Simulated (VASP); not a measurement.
Write the native input for VASP 6.6.1 that does the following.

| Property | Result |
| --- | --- |
| Task | single point |
| Functional | PBEsol |
| Potentials or basis | VASP PAW PBE potentials, release 64 (Li_sv) |
| Cutoff | 520 eV |
| k mesh | 14 × 14 × 14 |
| Occupations | fermi-dirac, width 0.1 eV |
| Spin | no spin polarisation |
| Dipole correction | no |
| Further INCAR settings | ALGO = Fast; EDIFF = 1e-06; NBANDS = 8 |

The structure of Li lies in POSCAR:

```
Li
1.0
    0.0000000000      2.1596429424      2.1596429424
    2.1596429424      0.0000000000      2.1596429424
    2.1596429424      2.1596429424      0.0000000000
Li
1
Direct
    0.0000000000      0.0000000000      0.0000000000
```

This isn't the form of Li at room conditions, which is bcc.

The input as run:

INCAR

```
SYSTEM = Li
  PREC = Accurate
  ENCUT = 520
  EDIFF = 1E-6
  ISMEAR = -1
  SIGMA = 0.1
  LREAL = .False.
  LASPH = .True.
  NELM = 60
  ALGO = Fast
  ISIF = 2
  LWAVE = .False.
  LCHARG = .False.
  GGA = PS
  NBANDS = 8
```

KPOINTS

```
regular mesh
0
Gamma
  14 14 14
  0 0 0
```

Potentials or basis: VASP PAW PBE potentials, release 64 (Li_sv).

The run is started by

```bash
$ cat potpaw_PBE.64/Li_sv/POTCAR > POTCAR
$ mpirun -np 1 vasp_std > vasp.out
```

Results of the run:

```yaml
Band_gap_on_the_k_mesh: none (metal or under the smearing width)
```

It took 16 s on 1 thread of Intel(R) Xeon(R) Platinum 8259CL CPU @ 2.50GHz (Skylake/Cascade Lake), on a shared host, peak memory 0.13 GiB.
